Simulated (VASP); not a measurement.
Crystal: MnS.

```
Mn S
1.0
     0.00000    2.80000    2.80000
     2.80000    0.00000    2.80000
     5.60000    5.60000    0.00000
Mn S
2 2
Direct
  0.00000 0.00000 0.00000
  0.00000 0.00000 0.50000
  0.75000 0.75000 0.37500
  0.75000 0.75000 0.87500
```

Base run:

| Item | Value |
| --- | --- |
| Program | VASP 6.6.1 |
| Functional | PBEsol |
| Potentials or basis | VASP PAW PBE potentials, release 64 (Mn_pv, S) |
| Cutoff | 520 eV |
| k mesh | 7 × 7 × 4 |
| Occupations | gaussian, width 0.05 eV |
| Spin | collinear spin, antiferromagnetic start |
| Starting moments | [4.0, -4.0, 0.0, 0.0] μB |
| Hubbard terms | Mn d U = 4 eV |

Its results: band gap on the k mesh 2.14 eV; pressure 0.9 GPa; net moment 0.00 μB per cell; site moments Mn +4.50, -4.50; S -0.01, +0.01 μB.

Question: The run is repeated on the same cell with these changes: spin from collinear spin, antiferromagnetic start to collinear spin, ferromagnetic start; moments at the start from [4.0, -4.0, 0.0, 0.0] to [4.0, 4.0, 0.0, 0.0]. What comes out?

Answer: Band gap on the k mesh 1.09 eV; pressure 2.5 GPa; net moment 10.00 μB per cell; site moments Mn +4.57; S +0.03 μB.

Caveats: the PAW data sets were made with another functional, which shifts forces and pressure a little; an odd mesh through Γ misses points on the zone boundary, where band edges often lie.
